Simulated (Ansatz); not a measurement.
Runs of Ansatz 0.2.0 on C. Symmetry: P6_3/mmc, No. 194, hexagonal system. The conventional cell has a = 2.522 Å, b = 2.522 Å, c = 12.356 Å, α = 90.00°, β = 90.00°, γ = 120.00°. C (site symmetry 3m) has 4 C at 1.54 Å as nearest neighbours. Around C (site symmetry 3m) lie 4 C at 1.54 Å. Around C (site symmetry 3m) lie 4 C at 1.54 Å. This is a hexagonal form of diamond, not graphite.

```csv
task,level,cell,points for each segment of the path,gap on the mesh (eV),pressure (GPa),relaxed volume (Å³/atom)
band structure,LDA,as given,10,4.36,-12.8,-
relaxation of cell and atoms,PBEsol+D4,relaxed,-,4.38,0.0,(b)
relaxation of cell and atoms,PBE,relaxed,-,4.44,0.0,(a)
relaxation of cell and atoms,RPBE+D4,relaxed,-,4.49,0.0,5.60
```

Alike in all rows: potentials or basis Ansatz PAW; no spin polarisation; k mesh 12 × 12 × 3; cutoff (eV) 420; smearing fermi-dirac 0.05 eV.

Task: Fill in the values left out.

Result: (a) 5.70; (b) 5.58.

Caveats: the PAW data sets come from PBE, with cores solved anew for the run's functional, which leaves a small shift of forces and pressure (some runs); the plane-wave basis is chosen anew once the cell has moved, so the energies of steps on either side of that aren't comparable (some runs); the potentials were made for another functional, which shifts forces and pressure (some runs).

A k mesh can miss the band edges.

Not every run made on this cell is shown here.
